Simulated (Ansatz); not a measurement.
**SrO (Fm-3m) on a mismatched substrate**

```xyz
2
Lattice="2.5803 2.5803 0.0000 -2.5803 2.5803 0.0000 0.0000 2.5803 2.5803" Properties=species:S:1:pos:R:3 pbc="T T T"
Sr    0.0000    2.5803    0.0000
O     0.0000    0.0000    0.0000
```

This cell was relaxed by PAW under r²SCAN. A film on a (001) substrate is mimicked by stretching x and y by ε∥; the length along z and the atoms then relax by PAW (default files of Ansatz 0.2.0, cutoff 500 eV, stress met within about 0.05 GPa). Stress and levels come from r²SCAN, PAW on Ansatz 0.2.0's default frozen-core files (fitted under PBE), scalar-relativistic; k mesh 8×8×8, fixed occupations, cutoff 500 eV. Conduction levels are in eV over the valence top, at fixed fractional wave vectors.

```tsv
ε∥ (%)	ε⊥ (%)	σ∥ (GPa, tension positive)	X ⊥ z	X ∥ z	Γ	L (oblique)	2nd valence level at Γ	3rd
-2.0	1.094	-4.68	3.714	3.832	4.745	7.197	0.000	-0.109
-1.0	0.496	-2.18	3.758	3.816	4.677	7.154	0.000	-0.051
-0.5	0.228	-1.04	3.779	3.807	4.634	7.130	0.000	-0.025
0.0	0.000	0.04	3.800	3.800	4.586	7.103	0.000	0.000
0.5	-0.300	1.02	3.795	3.763	4.515	7.054	-0.026	-0.026
1.0	-0.526	1.96	3.792	3.732	4.438	7.003	-0.050	-0.050
2.0	?	?	?	?	?	?	?	?
```

The last two columns are counted from the highest valence level at Γ.

Q: How does the film contract along z, and how stiff is it in the plane?

A: Quadratic fits through the 6 rows shown have slopes dε⊥/dε∥ = -0.518 and dσ∥/dε∥ = 206.9 GPa at zero strain. Elasticity asks −2C12/C11 = -0.534 and C11 + C12 − 2C12²/C11 = 205.6 GPa, from PAW constants C11 = 182.8, C12 = 48.8 GPa. At the level of the σ∥ column the films keep up to 0.09 GPa along z against the unstrained cell; this and the cubic term, which a quadratic fit over ±2 % leaves out, limit the agreement.

Q: Which shear deformation potential b does the valence splitting give?

A: Without spin-orbit coupling the single level moves against the pair by 3b(ε⊥ − ε∥): -0.0247 eV at ε⊥ − ε∥ = 0.00728 and 0.0264 eV at -0.00800, so b = -1.12 eV.

Q: And the uniaxial potential of the lowest valleys?

A: The valley along z moves against those in the plane by Ξu(ε⊥ − ε∥): from 0.0284 to -0.0316 eV between the two smallest strains, so Ξu = 3.92 eV.

Q: Fill the row at ε∥ = 2.0 %.

A: The fits give ε⊥ = -0.982 % and σ∥ = 3.59 GPa. Computed: ε⊥ (%) = -1.039, σ∥ (GPa, tension positive) = 3.62, X ⊥ z = 3.788, X ∥ z = 3.666, Γ = 4.285, L (oblique) = 6.903, 2nd valence level at Γ = -0.097, 3rd = -0.097. The levels have a kink at zero strain, where another valence state takes the top, so one parabola doesn't fit them.

Q: What is the slope of the gap under small compression and under small tension?

A: dE_g/dε∥ is 41 meV per % on the compressed side and -72 on the stretched side, so the gap falls either way. The lowest conduction level lies at X ⊥ z under the strongest compression and at X ∥ z under the strongest tension.

Known limits: frozen-core PAW files fitted under PBE, their cores solved anew for the functional of the run; no spin-orbit coupling on heavy atoms; semilocal gaps are low, and the spacing of valleys can be off by tenths of an eV; levels are read at fixed fractional k, so an edge that moves off these points is missed.
